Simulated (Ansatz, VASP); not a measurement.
**Two plane-wave programs on Sn**

```
Sn
1.0
     0.00000    3.28678    3.28678
     3.28678    0.00000    3.28678
     3.28678    3.28678    0.00000
Sn
2
Direct
  0.50000 0.50000 0.50000
  0.75000 0.75000 0.75000
```

Alike in both runs: functional PBE; dispersion D3(BJ); k mesh 12 × 12 × 12; occupations gaussian, width 0.1 eV; no spin polarisation.

Ansatz relaxed the structure, and its values are those at the end. VASP's run is a single point on that final structure, the one shown.

|  | VASP | Ansatz |
| --- | --- | --- |
| version | VASP 6.6.1 | Ansatz 0.2.0 |
| potentials or method | VASP PAW PBE potentials, release 64 (Sn_d) | scalar-relativistic, plane waves, PAW |
| plane-wave cutoff (eV) | 520 | 420 |
| valence electrons in the cell | 28 | 28 |

|  | VASP | Ansatz | Ansatz less VASP |
| --- | --- | --- | --- |
| gap on the k mesh at the Fermi level (eV) | none | none | - |
| pressure (GPa) | -0.1 | 0.0 | +0.05 |

A gap of «none» marks a metal or a gap that the smearing closes.

Caveats: pairwise dispersion overbinds metals, which lowers pressure and volume.
